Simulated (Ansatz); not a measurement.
# ZnS: a line through a two-coordinate scan

One line of a two-coordinate grid on ZnS (P6_3mc, No. 186; 4 atoms in the cell): volume per atom is varied, at c/a of the conventional cell = 1.854.

Method: DFT PBEsol, scalar-relativistic, plane waves, PAW, in Ansatz 0.2.0.

16 further runs of the same task are left out: 16 set aside as unsound or not needed.

### 1 The structure to begin with

It takes space group P6_3mc (No. 186, hexagonal). Conventional cell: a = 3.781 Å, b = 3.781 Å, c = 6.209 Å, α = 90.00°, β = 90.00°, γ = 120.00°. Zn (site symmetry 3m) is surrounded by 4 S at 2.32 Å. S (site symmetry 3m) is surrounded by 4 Zn at 2.32 Å.

As a file:

```cif
data_structure
_symmetry_space_group_name_H-M 'P6_3mc'
_symmetry_Int_Tables_number 186
_cell_length_a 3.7814
_cell_length_b 3.7814
_cell_length_c 6.2087
_cell_angle_alpha 90.000
_cell_angle_beta 90.000
_cell_angle_gamma 120.000
_cell_volume 76.89
loop_
_atom_site_label
_atom_site_type_symbol
_atom_site_symmetry_multiplicity
_atom_site_Wyckoff_symbol
_atom_site_fract_x
_atom_site_fract_y
_atom_site_fract_z
_atom_site_occupancy
Zn1 Zn 2 b 0.33333 0.66667 0.00544 1
S1 S 2 b 0.33333 0.66667 0.37956 1
```

This cell was relaxed beforehand with the same method: volume 19.22 Å³/atom, gap on the mesh 2.16 eV.

### 2 The scan

The energy is mapped over volume and the cell's shape.

The axes are (1) volume per atom: 7 values from 16.91 to 21.53 Å³; (2) c/a of the conventional cell: 7 values from 1.369 to 1.970.

Nothing else is relaxed (fractional coordinates fixed). Energies count from the relaxed crystal. Points are written as (first, second).

### 3 Point (16.91 Å³, 1.854)

input.yaml reads:

```yaml
crystal:
  lattice:
    - [3.4800645853, 0.0, 0.0]
    - [-1.7400322927, 3.0138243377, 0.0]
    - [0.0, 0.0, 6.4509957218]
  atoms:
    - { symbol: Zn, position: [0.3333333333, 0.6666666667, 0.0054424479] }
    - { symbol: Zn, position: [0.6666666667, 0.3333333333, 0.5054424479] }
    - { symbol: S, position: [0.3333333333, 0.6666666667, 0.3795575521] }
    - { symbol: S, position: [0.6666666667, 0.3333333333, 0.8795575521] }
basis:
  ecutwfc: 520.0
kpoints:
  mp_grid: { grid: [9, 9, 6] }
hamiltonian:
  xc: pbesol
  pseudopotentials: { kind: paw }
scf:
  occupations: { method: gaussian, width: 0.05 }
output:
  forces: true
  stress: true
  eigenvalues: true
```

The run is started by

```console
ansatz run input.yaml --threads 1 --pin off --max-ram 2048MiB --backend cpu --events-out ev --progress --plain --runs-dir out
```

Output (excerpt; [...] marks lines left out):

```text
Warning: RAYON_NUM_THREADS=1 ignored (pool sized by the plan → 1); use --threads N
[...]
Pseudopotentials: kind: paw
Pseudopotential: Zn, paw, valence charge 12, recommended cutoff 420 eV (normal), Zn.paw.azcp
Pseudopotential: S, paw, valence charge 6, recommended cutoff 420 eV (normal), S.paw.azcp
Functional definition: PBEsol
[...]
Crystal: 4 atoms, lattice volume = 67.660 Å³
Basis set: ecut = 520 eV, 1835 PW (Γ), exchange–correlation on 54×54×96 points (8 copies of the dense FFT grid, shifted against one another)
Bands: 22, of which v1, the nominal top of the filled ones, is band 18 counted from 1 (17 counted from 0)
Symmetry: 12 space group operations
Space group: P63mc (ITA 186), of the structure as read, at distance tolerance 4.1e-5 Å
k-points: 48 of 486 (time reversal used)
[...]
SCF iter   1: F=—  HF=-8334.108314 eV  |F-HF|=—  |Δ(HF+E_count)|=         —  Δρ=5.32e-3  dr2=1.99e-2  ethr=1.77e-3  ⟨swp⟩=6.6  Hψ=5466  notcnv=0
[...]
SCF iter   7: F=-8334.100627 eV  HF=-8334.100627 eV  |F-HF|=2.31e-8  |Δ(HF+E_count)|=   4.63e-7  Δρ=5.65e-6  dr2=2.44e-8  ethr=2.78e-10  ⟨swp⟩=5.6  Hψ=4871  notcnv=0
[...]
SCF converged after 7 iterations
Free energy (F): -8334.100627 eV
[...]
E sigma→0 (E₀):  -8334.100627 eV
Fermi energy:    9.086363 eV
[...]
--- Forces (eV/Å), atoms counted from 1 ---
  atom   1  Zn     0.00000000    -0.00000000     1.23302954
  atom   2  Zn     0.00000000     0.00000000     1.23302954
  atom   3  S      0.00000000    -0.00000000    -1.23303672
  atom   4  S     -0.00000000     0.00000000    -1.23303672
[...]
--- Stress (GPa, compression-positive) ---
       23.712853       0.000000       0.000000
        0.000000      23.712853       0.000000
        0.000000       0.000000      -0.478452
  P = ⅓ Tr σ = 15.6491 GPa (156.491 kbar)
--- Band table (eV; the first three rows and the last of 48) ---
  k-point 0: bands = ["-6.5416", "-5.6306", "0.6809", "0.6809", "0.7467", "0.7482", "0.7482", "1.0955", "1.3672", "1.3672", "1.4409", "1.4409", "1.8736", "7.3015", "7.3767", "7.3767", "8.1376", "8.1376", "10.0342", "12.1637", "13.5241", "14.5923"]
[...]
```

It took 16 s on 1 thread of Arm Neoverse N1, shared host; peak memory 0.34 GiB.

Energy on the map's scale: 194 meV/atom.

### 4 Point (17.68 Å³, 1.854)

Edit input.yaml of step 3 so:

```diff
@@ -2,5 +2,5 @@
   lattice:
-    - [3.4800645853, 0.0, 0.0]
-    - [-1.7400322927, 3.0138243377, 0.0]
-    - [0.0, 0.0, 6.4509957218]
+    - [3.5320225852, 0.0, 0.0]
+    - [-1.7660112926, 3.0588212856, 0.0]
+    - [0.0, 0.0, 6.5473102663]
   atoms:
```

The run is started by

```console
ansatz run input.yaml --threads 1 --pin off --max-ram 2048MiB --backend cpu --events-out ev --progress --plain --runs-dir out
```

Output (excerpt; [...] marks lines left out):

```text
[...]
SCF converged after 7 iterations
Free energy (F): -8334.344409 eV
[...]
E sigma→0 (E₀):  -8334.344409 eV
Fermi energy:    8.354030 eV
[...]
--- Forces (eV/Å), atoms counted from 1 ---
  atom   1  Zn    -0.00000000    -0.00000000     0.95473486
  atom   2  Zn     0.00000000     0.00000000     0.95473486
  atom   3  S     -0.00000000    -0.00000000    -0.95474262
  atom   4  S      0.00000000     0.00000000    -0.95474262
[...]
--- Stress (GPa, compression-positive) ---
       16.893923       0.000000       0.000000
        0.000000      16.893923      -0.000000
        0.000000      -0.000000      -3.924536
  P = ⅓ Tr σ = 9.9544 GPa (99.544 kbar)
--- Band table (eV; the first three rows and the last of 48) ---
  k-point 0: bands = ["-6.8335", "-5.9954", "0.2608", "0.2608", "0.3237", "0.3237", "0.3260", "0.7334", "0.8899", "0.8899", "0.9552", "0.9552", "1.4252", "6.6619", "6.7454", "6.7454", "7.4510", "7.4510", "9.2561", "11.3812", "12.8718", "13.9598"]
[...]
```

It took 17 s on 1 thread of Arm Neoverse N1, shared host; peak memory 0.35 GiB.

On the map this point reads 133 meV/atom.

### 5 Point (18.45 Å³, 1.854)

Edit input.yaml of step 4 so:

```diff
@@ -2,5 +2,5 @@
   lattice:
-    - [3.5320225852, 0.0, 0.0]
-    - [-1.7660112926, 3.0588212856, 0.0]
-    - [0.0, 0.0, 6.5473102663]
+    - [3.5824953097, 0.0, 0.0]
+    - [-1.7912476549, 3.1025319471, 0.0]
+    - [0.0, 0.0, 6.6408715556]
   atoms:
```

The run is started by

```console
ansatz run input.yaml --threads 1 --pin off --max-ram 2048MiB --backend cpu --events-out ev --progress --plain --runs-dir out
```

Output (excerpt; [...] marks lines left out):

```text
[...]
SCF converged after 7 iterations
Free energy (F): -8334.489982 eV
[...]
E sigma→0 (E₀):  -8334.489982 eV
Fermi energy:    7.679114 eV
[...]
--- Forces (eV/Å), atoms counted from 1 ---
  atom   1  Zn    -0.00000000    -0.00000000     0.71555698
  atom   2  Zn    -0.00000000     0.00000000     0.71555698
  atom   3  S      0.00000000    -0.00000000    -0.71555872
  atom   4  S      0.00000000     0.00000000    -0.71555872
[...]
--- Stress (GPa, compression-positive) ---
       11.361093      -0.000000       0.000000
       -0.000000      11.361093       0.000000
        0.000000       0.000000      -6.596998
  P = ⅓ Tr σ = 5.3751 GPa (53.751 kbar)
--- Band table (eV; the first three rows and the last of 48) ---
  k-point 0: bands = ["-7.1031", "-6.3312", "-0.1335", "-0.1335", "-0.0748", "-0.0748", "-0.0696", "0.3740", "0.4425", "0.4425", "0.5005", "0.5005", "1.0328", "6.0777", "6.1690", "6.1690", "6.8249", "6.8249", "8.5323", "10.6582", "12.2793", "13.3764"]
[...]
```

Run time: 17 s. Hardware: 1 thread of Arm Neoverse N1, shared host; peak memory 0.35 GiB.

Energy on the map's scale: 96 meV/atom.

### 6 Grid point (19.22 Å³, 1.854)

Edit input.yaml of step 5 so:

```diff
@@ -2,5 +2,5 @@
   lattice:
-    - [3.5824953097, 0.0, 0.0]
-    - [-1.7912476549, 3.1025319471, 0.0]
-    - [0.0, 0.0, 6.6408715556]
+    - [3.6315558239, 0.0, 0.0]
+    - [-1.8157779119, 3.1450195988, 0.0]
+    - [0.0, 0.0, 6.7318150307]
   atoms:
```

The run is started by

```console
ansatz run input.yaml --threads 1 --pin off --max-ram 2048MiB --backend cpu --events-out ev --progress --plain --runs-dir out
```

Output (excerpt; [...] marks lines left out):

```text
Warning: RAYON_NUM_THREADS=1 ignored (pool sized by the plan → 1); use --threads N
[...]
Pseudopotentials: kind: paw
Pseudopotential: Zn, paw, valence charge 12, recommended cutoff 420 eV (normal), Zn.paw.azcp
Pseudopotential: S, paw, valence charge 6, recommended cutoff 420 eV (normal), S.paw.azcp
Functional definition: PBEsol
[...]
Crystal: 4 atoms, lattice volume = 76.886 Å³
Basis set: ecut = 520 eV, 2065 PW (Γ), exchange–correlation on 60×60×108 points (8 copies of the dense FFT grid, shifted against one another)
Bands: 22, of which v1, the nominal top of the filled ones, is band 18 counted from 1 (17 counted from 0)
Symmetry: 12 space group operations
Space group: P63mc (ITA 186), of the structure as read, at distance tolerance 4.3e-5 Å
k-points: 48 of 486 (time reversal used)
[...]
SCF iter   1: F=—  HF=-8334.564409 eV  |F-HF|=—  |Δ(HF+E_count)|=         —  Δρ=5.06e-3  dr2=2.47e-2  ethr=1.77e-3  ⟨swp⟩=6.0  Hψ=5081  notcnv=0
[...]
SCF iter   7: F=-8334.556449 eV  HF=-8334.556449 eV  |F-HF|=3.81e-8  |Δ(HF+E_count)|=   1.07e-6  Δρ=6.17e-6  dr2=3.27e-8  ethr=2.78e-10  ⟨swp⟩=6.1  Hψ=4923  notcnv=0
[...]
SCF converged after 7 iterations
Free energy (F): -8334.556449 eV
[...]
E sigma→0 (E₀):  -8334.556449 eV
Fermi energy:    7.056455 eV
[...]
--- Forces (eV/Å), atoms counted from 1 ---
  atom   1  Zn    -0.00000000    -0.00000000     0.50931270
  atom   2  Zn     0.00000000     0.00000000     0.50931270
  atom   3  S     -0.00000000    -0.00000000    -0.50931361
  atom   4  S      0.00000000     0.00000000    -0.50931361
[...]
--- Stress (GPa, compression-positive) ---
        6.858088       0.000000       0.000000
        0.000000       6.858088      -0.000000
        0.000000      -0.000000      -8.662781
  P = ⅓ Tr σ = 1.6845 GPa (16.845 kbar)
--- Band table (eV; the first three rows and the last of 48) ---
[... band rows left out ...]
[...]
```

Run time: 19 s. Hardware: 1 thread of Arm Neoverse N1, shared host; peak memory 0.36 GiB.

On the map this point reads 80 meV/atom.

### 7 Grid point (19.99 Å³, 1.854)

Edit input.yaml of step 6 so:

```diff
@@ -2,5 +2,5 @@
   lattice:
-    - [3.6315558239, 0.0, 0.0]
-    - [-1.8157779119, 3.1450195988, 0.0]
-    - [0.0, 0.0, 6.7318150307]
+    - [3.6793200572, 0.0, 0.0]
+    - [-1.8396600286, 3.1863846382, 0.0]
+    - [0.0, 0.0, 6.82035559]
   atoms:
```

The run is started by

```console
ansatz run input.yaml --threads 1 --pin off --max-ram 2048MiB --backend cpu --events-out ev --progress --plain --runs-dir out
```

Output (excerpt; [...] marks lines left out):

```text
Warning: RAYON_NUM_THREADS=1 ignored (pool sized by the plan → 1); use --threads N
[...]
Pseudopotentials: kind: paw
Pseudopotential: Zn, paw, valence charge 12, recommended cutoff 420 eV (normal), Zn.paw.azcp
Pseudopotential: S, paw, valence charge 6, recommended cutoff 420 eV (normal), S.paw.azcp
Functional definition: PBEsol
[...]
Crystal: 4 atoms, lattice volume = 79.960 Å³
Basis set: ecut = 520 eV, 2161 PW (Γ), exchange–correlation on 60×60×108 points (8 copies of the dense FFT grid, shifted against one another)
Bands: 22, of which v1, the nominal top of the filled ones, is band 18 counted from 1 (17 counted from 0)
Symmetry: 12 space group operations
Space group: P63mc (ITA 186), of the structure as read, at distance tolerance 4.3e-5 Å
k-points: 48 of 486 (time reversal used)
[...]
SCF iter   1: F=—  HF=-8334.567403 eV  |F-HF|=—  |Δ(HF+E_count)|=         —  Δρ=4.99e-3  dr2=2.62e-2  ethr=1.77e-3  ⟨swp⟩=5.9  Hψ=4999  notcnv=0
[...]
SCF iter   7: F=-8334.559158 eV  HF=-8334.559158 eV  |F-HF|=4.31e-8  |Δ(HF+E_count)|=   1.29e-6  Δρ=6.43e-6  dr2=3.60e-8  ethr=2.78e-10  ⟨swp⟩=6.4  Hψ=5042  notcnv=0
[...]
SCF converged after 7 iterations
Free energy (F): -8334.559158 eV
[...]
E sigma→0 (E₀):  -8334.559158 eV
Fermi energy:    6.480791 eV
[...]
--- Forces (eV/Å), atoms counted from 1 ---
  atom   1  Zn    -0.00000000    -0.00000000     0.33076176
  atom   2  Zn     0.00000000     0.00000000     0.33076176
  atom   3  S     -0.00000000    -0.00000000    -0.33076200
  atom   4  S      0.00000000     0.00000000    -0.33076200
[...]
--- Stress (GPa, compression-positive) ---
        3.181221      -0.000000       0.000000
        0.000000       3.181221      -0.000000
        0.000000      -0.000000     -10.251806
  P = ⅓ Tr σ = -1.2965 GPa (-12.965 kbar)
--- Band table (eV; the first three rows and the last of 48) ---
[... band rows left out ...]
[...]
```

It took 19 s on 1 thread of Arm Neoverse N1, shared host; peak memory 0.37 GiB.

That is 79 meV/atom from the zero.

### 8 The run at (21.53 Å³, 1.854)

Edit input.yaml of step 7 so:

```diff
@@ -2,5 +2,5 @@
   lattice:
-    - [3.6793200572, 0.0, 0.0]
-    - [-1.8396600286, 3.1863846382, 0.0]
-    - [0.0, 0.0, 6.82035559]
+    - [3.7713589084, 0.0, 0.0]
+    - [-1.8856794542, 3.2660926215, 0.0]
+    - [0.0, 0.0, 6.9909680085]
   atoms:
```

The run is started by

```console
ansatz run input.yaml --threads 1 --pin off --max-ram 2048MiB --backend cpu --events-out ev --progress --plain --runs-dir out
```

Output (excerpt; [...] marks lines left out):

```text
Warning: RAYON_NUM_THREADS=1 ignored (pool sized by the plan → 1); use --threads N
[...]
Pseudopotentials: kind: paw
Pseudopotential: Zn, paw, valence charge 12, recommended cutoff 420 eV (normal), Zn.paw.azcp
Pseudopotential: S, paw, valence charge 6, recommended cutoff 420 eV (normal), S.paw.azcp
Functional definition: PBEsol
[...]
Crystal: 4 atoms, lattice volume = 86.112 Å³
Basis set: ecut = 520 eV, 2299 PW (Γ), exchange–correlation on 60×60×108 points (8 copies of the dense FFT grid, shifted against one another)
Bands: 22, of which v1, the nominal top of the filled ones, is band 18 counted from 1 (17 counted from 0)
Symmetry: 12 space group operations
Space group: P63mc (ITA 186), of the structure as read, at distance tolerance 4.4e-5 Å
k-points: 48 of 486 (time reversal used)
[...]
SCF iter   1: F=—  HF=-8334.428603 eV  |F-HF|=—  |Δ(HF+E_count)|=         —  Δρ=4.87e-3  dr2=2.90e-2  ethr=1.77e-3  ⟨swp⟩=5.7  Hψ=4920  notcnv=0
[...]
SCF iter   7: F=-8334.419767 eV  HF=-8334.419767 eV  |F-HF|=5.74e-8  |Δ(HF+E_count)|=   1.80e-6  Δρ=6.46e-6  dr2=3.61e-8  ethr=2.78e-10  ⟨swp⟩=3.5  Hψ=4971  notcnv=0
[...]
SCF converged after 7 iterations
Free energy (F): -8334.419767 eV
[...]
E sigma→0 (E₀):  -8334.419767 eV
Fermi energy:    5.452452 eV
[...]
--- Forces (eV/Å), atoms counted from 1 ---
  atom   1  Zn     0.00000000    -0.00000000     0.04045502
  atom   2  Zn     0.00000000     0.00000000     0.04045502
  atom   3  S      0.00000000    -0.00000000    -0.04045011
  atom   4  S      0.00000000     0.00000000    -0.04045011
[...]
--- Stress (GPa, compression-positive) ---
       -2.293988       0.000000       0.000000
        0.000000      -2.293988       0.000000
        0.000000       0.000000     -12.375244
  P = ⅓ Tr σ = -5.6544 GPa (-56.544 kbar)
--- Band table (eV; the first three rows and the last of 48) ---
[... band rows left out ...]
[...]
```

Run time: 22 s. Hardware: 1 thread of Arm Neoverse N1, shared host; peak memory 0.37 GiB.

Energy on the map's scale: 114 meV/atom.

### 9 The line in numbers

```
volume per atom (Å³)  step  energy (meV/atom)  slope (meV/atom per Å³)  pressure (GPa)  band gap on the k-mesh (eV)  largest force on an atom (eV/Å)
               16.91     3                194                      −98            15.6                         1.90                             1.23
               17.68     4                133                      −62            10.0                         1.80                             0.95
               18.45     5                 96                      −34             5.4                         1.71                             0.72
               19.22     6                 80                      −11             1.7                         1.61                             0.51
               19.99     7                 79                        8            −1.3                         1.51                             0.33
               20.76     –                 91                       23            −3.7                         1.41                             0.18
               21.53     8                114                       35            −5.7                         1.31                             0.04
```

Energies count from the relaxed crystal. Rows without a step come from runs not printed here or follow by symmetry. Slopes come from the forces (and the stress, where the cell changes), not from differences of energies.

In words: The lowest point of the line is at 19.99 Å³, 79 meV/atom from the zero. A fit to energies and slopes at the lowest point and its two neighbours puts the minimum at 19.637 Å³, with a curvature of about 24 meV/atom per (Å³)². V·d²E/dV² there is about 75 GPa, a bulk modulus under this line's constraint. The highest point computed, at 16.91 Å³, lies 115 meV/atom above the lowest. This is one cut through a surface in two coordinates; the map's lowest point lies off it.

These are semilocal Kohn-Sham gaps, which aren't the measured quantity. Such gaps usually fall short of the measured ones.
